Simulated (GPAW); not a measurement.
Crystal: ZnS (Wurtzite-2H).

```
Zn S
1.0
     3.81100    0.00000    0.00000
    -1.90550    3.30042    0.00000
     0.00000    0.00000    6.23400
Zn S
2 2
Direct
  0.66667 0.33333 0.50000
  0.33333 0.66667 0.00000
  0.66667 0.33333 0.88500
  0.33333 0.66667 0.38500
```

| Property | Result |
| --- | --- |
| Program | GPAW 26.7.0 |
| Task | relaxation of cell and atoms |
| Functional | BP86 |
| Dispersion | D3(BJ) |
| Potentials or basis | PAW data sets generated in the run's folder for this functional |
| Cutoff | 600 eV |
| Basis | pw |
| k mesh | 6 × 6 × 3 |
| Occupations | fermi-dirac, width 0.05 eV |
| Spin | no spin polarisation |

At the start: pressure -3.5 GPa; volume 19.60 Å³/atom.

Question: How do energy, volume and symmetry change on relaxing?

Answer: Over 8 steps the energy falls by 16.3 meV/atom and the volume is 18.68 Å³/atom (-4.7 %); space group P6_3mc (No. 186, to 0.05 Å).

The path:
```csv
step,energy change (eV),largest force (eV/Å),pressure (GPa),volume (Å³)
1,0.0000,0.3330,-3.45,78.41
2,-0.0136,0.2921,-3.18,78.06
3,-0.0550,0.2331,-0.18,74.99
4,-0.0607,0.0430,-0.94,75.64
5,-0.0619,0.0422,-0.74,75.46
6,-0.0646,0.0094,0.15,74.64
7,-0.0647,0.0184,0.14,74.65
8,-0.0650,0.0362,0.07,74.71
```

Final structure:
```
CELL_PARAMETERS angstrom
3.74636 0.00000 0.00000
-1.87318 3.24444 0.00000
0.00000 0.00000 6.14637
ATOMIC_POSITIONS crystal
Zn 0.66667 0.33333 0.50524
Zn 0.33333 0.66667 0.00524
S 0.66667 0.33333 0.87977
S 0.33333 0.66667 0.37976
```

Caveat: later steps reuse the first step's grids.
